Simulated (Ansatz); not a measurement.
Runs of Ansatz 0.2.0 on WC (Qusongite). Symmetry: P-6m2, No. 187, hexagonal system. Conventional cell: a = 2.907 Å, b = 2.907 Å, c = 2.837 Å, α = 90.00°, β = 90.00°, γ = 120.00°. Around W (site symmetry -6m2) lie 6 C at 2.20 Å. C (site symmetry -6m2) has 6 W at 2.20 Å as nearest neighbours. 

| task | level | cell | k mesh | cutoff (eV) | smearing | basis error allowed | mesh quality | gap on the mesh (eV) | pressure (GPa) | relaxed volume (Å³/atom) |
| --- | --- | --- | --- | --- | --- | --- | --- | --- | --- | --- |
| relaxation of cell and atoms | PBE | relaxed | 10 × 10 × 9 | - | fermi-dirac 0.05 eV | 0.001 eV/atom | not flagged | - | 0.0 | 10.53 |
| single point | PBE | as given | 10 × 10 × 9 | 335 | gaussian 0.027 eV | 0.001 eV/atom | not flagged | none | 5.7 | - |
| relaxation of cell and atoms | BLYP | relaxed | 10 × 10 × 9 | - | fermi-dirac 0.05 eV | 0.001 eV/atom | not flagged | - | 0.0 | 10.89 |
| band structure | LDA | as given | 10 × 10 × 9 | 335 | fermi-dirac 0.05 eV | 0.001 eV/atom | not flagged | - | (b) | - |
| single point | PBE | as given | 7 × 7 × 6 | 292 | fermi-dirac 0.06 eV | 0.003 eV/atom | coarse | none | (a) | - |
| elastic constants | PBE | as given | 7 × 7 × 7 | 358 | fermi-dirac 0.05 eV | 0.001 eV/atom | coarse | none | 6.0 | - |

Alike in all rows: potentials or basis all-electron LAPW, scalar-relativistic; no spin polarisation.

Task: Fill in the values left out.

Result: (a) 6.1; (b) -9.7.

Caveats: some runs use coarse meshes; the k mesh is thin for a metal, which can move the energy by tens of meV per atom (some runs); spin-orbit coupling is left out, which moves the levels of the heavy elements (some runs); a metal's response needs a denser mesh (some runs); the cell is more than 3 GPa from zero pressure, which shifts response properties (some runs); elastic constants of metals need much finer meshes, so these are rough (some runs).

A k mesh can miss the band edges, and the runs leave out spin-orbit coupling on W.

A gap of «none» marks a metal or a gap under the smearing width.
